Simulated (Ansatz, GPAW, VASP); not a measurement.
# One calculation of PbSe, 4 ways

```xyz
2
Lattice="0.0000 3.0606 3.0606 3.0606 0.0000 3.0606 3.0606 3.0606 0.0000" Properties=species:S:1:pos:R:3 pbc="T T T"
Pb    0.0000    0.0000    0.0000
Se    3.0606    3.0606    3.0606
```

Alike in all runs: task single point; functional PBE; k mesh 8 × 8 × 8; occupations gaussian, width 0.023 eV; no spin polarisation; no spin-orbit coupling. Pressure is positive in compression and, in plane waves, holds the error of the finite cutoff, which Ansatz's Pulay term estimates and takes out.

```tsv
program and potentials	plane-wave cutoff (eV)	notes	band gap (eV)	pressure (GPa)
Ansatz, Ansatz PAW	420	15 valence electrons an atom on average	0.29	2.43
VASP, PBE PAW files Pb_d, Se, 520 eV	520	10 valence electrons an atom on average	?	?
GPAW, GPAW PAW data sets (gpaw-data 1.2.1)	600	10 valence electrons an atom on average	0.24	2.22
Ansatz, all-electron LAPW, scalar-relativistic	-	-	0.28	2.43
```

**Question.** Estimate from the other rows what the run with VASP, PBE PAW files Pb_d, Se, 520 eV gave.

**Answer.** Band gap 0.29 eV; pressure 2.40 GPa. The other rows, which needn't bracket it: band gap 0.24 to 0.29; pressure 2.22 to 2.43.
